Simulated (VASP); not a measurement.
# MgF2 (P4_2/mnm) in VASP: band structure with HSE06

Aim: the band structure of MgF2 with HSE06.

Program: VASP 6.6.1. These are calculated values, not measurements. Logs are shortened: lines on timing, memory, paths and dates and some standing lists are left out, and cuts for length are marked.

### Step 1. The crystal as given

The structure is tetragonal, space group P4_2/mnm (No. 136). Conventional cell: a = 4.624 Å, b = 4.624 Å, c = 3.053 Å, α = 90.00°, β = 90.00°, γ = 90.00°. Around Mg (site symmetry mmm) lie 6 F at 1.98 to 2.00 Å. Around F (site symmetry m2m) lie 3 Mg at 1.98 to 2.00 Å.

The cell comes from a database or a generator and needn't be the stable form of this composition.

### Step 2. Band structure, HSE06

POSCAR

```
MgF2
1.0
    4.6238000000      0.0000000000      0.0000000000
    0.0000000000      4.6238000000      0.0000000000
    0.0000000000      0.0000000000      3.0533400000
Mg F
2 4
Direct
    0.5000000000      0.5000000000      0.5000000000
    0.0000000000      0.0000000000      0.0000000000
    0.6967800000      0.6967800000      0.0000000000
    0.8032200000      0.1967800000      0.5000000000
    0.3032200000      0.3032200000      1.0000000000
    0.1967800000      0.8032200000      0.5000000000
```

INCAR.step1

```
  ALGO = Normal
  EDIFF = 1E-5
  ENCUT = 520
  GGA = PE
  ISIF = 2
  ISMEAR = 0
  LASPH = True
  LCHARG = False
  LREAL = False
  LWAVE = True
  NBANDS = 25
  NELM = 100
  PREC = Accurate
  SIGMA = 0.02
```

INCAR.step2

```
  ALGO = Normal
  EDIFF = 1E-6
  ENCUT = 520
  GGA = PE
  HFSCREEN = 0.2
  ISIF = 2
  ISMEAR = 0
  ISTART = 1
  LASPH = True
  LCHARG = False
  LHFCALC = True
  LREAL = False
  LWAVE = False
  NBANDS = 25
  NELM = 100
  PREC = Accurate
  PRECFOCK = Fast
  SIGMA = 0.02
```

KPOINTS

```
k-points
0
Gamma
  4 4 6
```

KPOINTS_OPT

```
path GXMGZRAZ,XR,MA
12
line-mode
reciprocal
 0.0000000000  0.0000000000  0.0000000000  G
 0.0000000000  0.5000000000  0.0000000000  X

 0.0000000000  0.5000000000  0.0000000000  X
 0.5000000000  0.5000000000  0.0000000000  M

 0.5000000000  0.5000000000  0.0000000000  M
 0.0000000000  0.0000000000  0.0000000000  G

 0.0000000000  0.0000000000  0.0000000000  G
 0.0000000000  0.0000000000  0.5000000000  Z

 0.0000000000  0.0000000000  0.5000000000  Z
 0.0000000000  0.5000000000  0.5000000000  R

 0.0000000000  0.5000000000  0.5000000000  R
 0.5000000000  0.5000000000  0.5000000000  A

 0.5000000000  0.5000000000  0.5000000000  A
 0.0000000000  0.0000000000  0.5000000000  Z

 0.0000000000  0.5000000000  0.0000000000  X
 0.0000000000  0.5000000000  0.5000000000  R

 0.5000000000  0.5000000000  0.0000000000  M
 0.5000000000  0.5000000000  0.5000000000  A
```

Potentials or basis: VASP PAW PBE potentials, release 64 (Mg, F).

The run is started by

```console
cat potpaw_PBE.64/Mg/POTCAR potpaw_PBE.64/F/POTCAR > POTCAR
cp INCAR.step1 INCAR
mpirun -np 1 vasp_std > vasp.out
cp INCAR.step2 INCAR
mpirun -np 1 vasp_std > vasp.out
```

OUTCAR:

```text
EDIFF = 1E-6
   ENCUT = 520
   GGA = PE
   HFSCREEN = 0.2
   ISIF = 2
   ISMEAR = 0
   ISTART = 1
   LASPH = True
   LHFCALC = True
   LREAL = False
   NELM = 100
   PREC = Accurate
   PRECFOCK = Fast

 ion  position               nearest neighbor table
   1  0.500  0.500  0.500-   4 1.98   6 1.98   5 2.00   3 2.00   3 2.00   5 2.00   2 3.61   2 3.61
                             2 3.61   2 3.61   2 3.61   2 3.61   2 3.61   2 3.61
   2  0.000  0.000  0.000-   3 1.98   5 1.98   4 2.00   6 2.00   4 2.00   6 2.00   1 3.61   1 3.61
                             1 3.61   1 3.61   1 3.61   1 3.61   1 3.61   1 3.61
   3  0.697  0.697  0.000-   2 1.98   1 2.00   1 2.00
   4  0.803  0.197  0.500-   1 1.98   2 2.00   2 2.00
   5  0.303  0.303  0.000-   2 1.98   1 2.00   1 2.00
   6  0.197  0.803  0.500-   1 1.98   2 2.00   2 2.00

  LATTYP: Found a simple tetragonal cell.
 ALAT       =     4.6238000000
 C/A-ratio  =     0.6603529564

  Lattice vectors:

 A1 = (   4.6238000000,   0.0000000000,   0.0000000000)
 A2 = (   0.0000000000,   4.6238000000,   0.0000000000)
 A3 = (   0.0000000000,   0.0000000000,   3.0533400000)

Analysis of symmetry for initial positions (statically):
=====================================================================
 Subroutine PRICEL returns:
 Original cell was already a primitive cell.

 Routine SETGRP: Setting up the symmetry group for a
 simple tetragonal supercell.

 Subroutine GETGRP returns: Found 16 space group operations
 (whereof  8 operations were pure point group operations)
 out of a pool of 16 trial point group operations.

The static configuration has the point symmetry D_2h.
 The point group associated with its full space group is D_4h.

Analysis of symmetry for dynamics (positions and initial velocities):
=====================================================================
 Subroutine PRICEL returns:
 Original cell was already a primitive cell.

 Routine SETGRP: Setting up the symmetry group for a
 simple tetragonal supercell.

 Subroutine GETGRP returns: Found 16 space group operations
 (whereof  8 operations were pure point group operations)
 out of a pool of 16 trial point group operations.

The dynamic configuration has the point symmetry D_2h.
[... 113 lines left out ...]
   ISIF   =      2    stress and relaxation
   ISYM   =      3    0-nonsym 1-usesym 2-fastsym
   POTIM  = 0.5000    time-step for ionic-motion
   TEBEG  =    0.0;   TEEND  =   0.0 temperature during run
   PSTRESS=    0.0 pullay stress
   NELECT =      32.0000    total number of electrons
   NUPDOWN=      -1.0000    fix difference up-down
   EMIN   =  10.00;   EMAX   =-10.00  energy-range for DOS
   EFERMI =   0.00;   METHOD = LEGACY
   ISMEAR =     0;   SIGMA  =   0.02  broadening in eV -4-tet -1-fermi 0-gaus
   EFERMI_NEDOS =   21; number of points for ismear=-14 and -15
   IALGO  =     38    algorithm
   IMIX   =      1    mixing-type and parameters
     AMIX     =   0.40;   BMIX     =  1.00
     AMIX_MAG =   1.60;   BMIX_MAG =  1.00
  volume/ion in A,a.u.               =      10.88        73.42
  Fermi-wavevector in a.u.,A,eV,Ry     =   1.290824  2.439304 22.670394  1.666227
  Thomas-Fermi vector in A             =   2.422632
   LORBIT       =      0    0 simple, 1 ext, 2 COOP (PROOUT), +10 PAW based schemes
   GGA     = PE    functional components
   LHFCALC =     T    Hartree Fock is set to
   PRECFOCK=fast      Normal, Fast or Accurate (Low or Medium for compatibility)
   ENCUT4O =  -1.0   cutoff for four orbital integrals eV
   NKREDX  =     1    reduce k-point grid by
   NKREDY  =     1    reduce k-point grid by
   NKREDZ  =     1    reduce k-point grid by
   AEXX    =    0.2500 exact exchange contribution
   HFSCREEN=    0.2000 screening length (either q_TF or 0.3 A-1)
   HFSCREENC=   0.2000 screening length for correlation (either q_TF or 0.3 A-1)
   ENCUTFOCK=  -1.0 apply spherical cutoff to Coloumb kernel
   IVDW    =     0    specifies the selected vdW correction
   LEPSILON=     F    determine dielectric tensor
   LRPA    =     F    only Hartree local field effects (RPA)
 non-spin polarized calculation
 Gauss-broadening in eV      SIGMA  =   0.02
  energy-cutoff  :      520.00
  volume of cell :       65.28
 maximum number of plane-waves:      1779
 NGX is ok and might be reduce to    36
  NGX = 24; NGY = 24; NGZ = 14

 number of electron      32.0000035 magnetization

 Free energy of the ion-electron system (eV)
  ---------------------------------------------------
  ext. energy  EPLUGINS =         0.00000000
  ---------------------------------------------------
  free energy    TOTEN  =       -38.36133859 eV

  energy without entropy =      -38.36133859  energy(sigma->0) =      -38.36133859

 E-fermi :  -2.8449     XC(G=0):  -7.9682

 val. band max:       -3.0018460039   @ k =   0.0000   0.0000   0.0000
 cond. band min:       6.4080604253   @ k =   0.0000   0.0000   0.0000
 fundamental gap:      9.4099064293
 Fermi energy:        -2.8449336089

 k-point     1 :       0.0000    0.0000    0.0000
  band No.  band energies     occupation
      1     -25.3045      2.00000
      2     -24.4754      2.00000
      3     -24.4754      2.00000
      4     -24.3817      2.00000
      5      -7.1673      2.00000
      6      -5.5865      2.00000
[... 661 lines left out ...]
     24      14.7677      0.00000
     25      17.5917      0.00000

------------------------ aborting loop because EDIFF is reached ----------------------------------------

  FORCE on cell =-STRESS in cart. coord.  units (eV):
  Direction    XX          YY          ZZ          XY          YZ          ZX
  --------------------------------------------------------------------------------------
  -------------------------------------------------------------------------------------
  Total        0.2004973      0.2004973      0.0569421     -0.0000000      0.0000000      0.0000000
  in kB        4.9209155      4.9209155      1.3975623     -0.0000000      0.0000000      0.0000000
  external PRESSURE =       3.7464644 kB  Pullay stress =       0.0000000 kB

 VOLUME and BASIS-vectors are now :
 -----------------------------------------------------------------------------
  energy-cutoff  :      520.00
  volume of cell :       65.28
      direct lattice vectors                 reciprocal lattice vectors
     4.623800000  0.000000000  0.000000000     0.216272330  0.000000000  0.000000000
     0.000000000  4.623800000  0.000000000     0.000000000  0.216272330  0.000000000
     0.000000000  0.000000000  3.053340000     0.000000000  0.000000000  0.327510202

 POSITION                                       TOTAL-FORCE (eV/Angst)
 -----------------------------------------------------------------------------------
      2.31190      2.31190      1.52667         0.000000      0.000000      0.000000
      0.00000      0.00000      0.00000         0.000000      0.000000      0.000000
      3.22177      3.22177      0.00000        -0.002843     -0.002843      0.000000
      3.71393      0.90987      1.52667         0.002843     -0.002843      0.000000
      1.40203      1.40203      0.00000         0.002843      0.002843      0.000000
      0.90987      3.71393      1.52667        -0.002843      0.002843     -0.000000
 -----------------------------------------------------------------------------------
    total drift:                               -0.000000     -0.000000     -0.000000

  FREE ENERGIE OF THE ION-ELECTRON SYSTEM (eV)
  ---------------------------------------------------
  free  energy   TOTEN  =       -38.3613385917 eV

  energy  without entropy=      -38.3613385917  energy(sigma->0) =      -38.36133859
```

OUTCAR.step1:

```text
EDIFF = 1E-5
   ENCUT = 520
   GGA = PE
   ISIF = 2
[... 913 lines left out ...]
      3.22177      3.22177      0.00000         0.027001      0.027001      0.000000
      3.71393      0.90987      1.52667        -0.027001      0.027001      0.000000
      1.40203      1.40203      0.00000        -0.027001     -0.027001     -0.000000
      0.90987      3.71393      1.52667         0.027001     -0.027001     -0.000000
 -----------------------------------------------------------------------------------
    total drift:                                0.000000      0.000000     -0.000000

  FREE ENERGIE OF THE ION-ELECTRON SYSTEM (eV)
  ---------------------------------------------------
  free  energy   TOTEN  =       -31.5108334406 eV

  energy  without entropy=      -31.5108334406  energy(sigma->0) =      -31.51083344
```

Run time: 1.9 h. Hardware: 1 thread of Intel Xeon 6975P-C (Granite Rapids), shared host; peak memory 0.39 GiB.

What came out:

```
Free energy             : -38.3613 eV
Pressure                : 0.4 GPa
Largest force           : 0.004 eV/Å
Band gap on the k mesh  : 9.41 eV, direct
Band gap along the path : 9.41 eV, direct
```

Forces on the atoms (eV/Å):
```
Mg   0.000  0.000  0.000
Mg   0.000  0.000  0.000
F   -0.003 -0.003  0.000
F    0.003 -0.003  0.000
F    0.003  0.003  0.000
F   -0.003  0.003  0.000
```

Levels at the corners of the path, in eV from the valence-band top:
```
point  band 13  band 14  band 15  band 16  band 17  band 18  band 19  band 20
    Γ    -0.68    -0.29    -0.29     0.00     9.41    14.68    14.68    16.14
    X    -0.95    -0.95    -0.38    -0.38    11.88    11.88    15.94    15.94
    X    -0.95    -0.95    -0.38    -0.38    11.88    11.88    15.94    15.94
    M    -0.92    -0.92    -0.81    -0.81    13.69    13.69    13.72    13.72
    M    -0.92    -0.92    -0.81    -0.81    13.69    13.69    13.72    13.72
    Γ    -0.68    -0.29    -0.29     0.00     9.41    14.68    14.68    16.14
    Γ    -0.68    -0.29    -0.29     0.00     9.41    14.68    14.68    16.14
    Z    -1.19    -1.19    -0.89    -0.89    14.32    14.32    17.50    17.50
    Z    -1.19    -1.19    -0.89    -0.89    14.32    14.32    17.50    17.50
    R    -0.73    -0.73    -0.69    -0.69    15.22    15.22    16.02    16.02
    R    -0.73    -0.73    -0.69    -0.69    15.22    15.22    16.02    16.02
    A    -0.64    -0.64    -0.48    -0.48    15.69    15.69    15.86    15.86
    A    -0.64    -0.64    -0.48    -0.48    15.69    15.69    15.86    15.86
    Z    -1.19    -1.19    -0.89    -0.89    14.32    14.32    17.50    17.50
    X    -0.95    -0.95    -0.38    -0.38    11.88    11.88    15.94    15.94
    R    -0.73    -0.73    -0.69    -0.69    15.22    15.22    16.02    16.02
    M    -0.92    -0.92    -0.81    -0.81    13.69    13.69    13.72    13.72
    A    -0.64    -0.64    -0.48    -0.48    15.69    15.69    15.86    15.86
```

Caveat: the PAW data sets were made with another functional, which shifts forces and pressure a little.
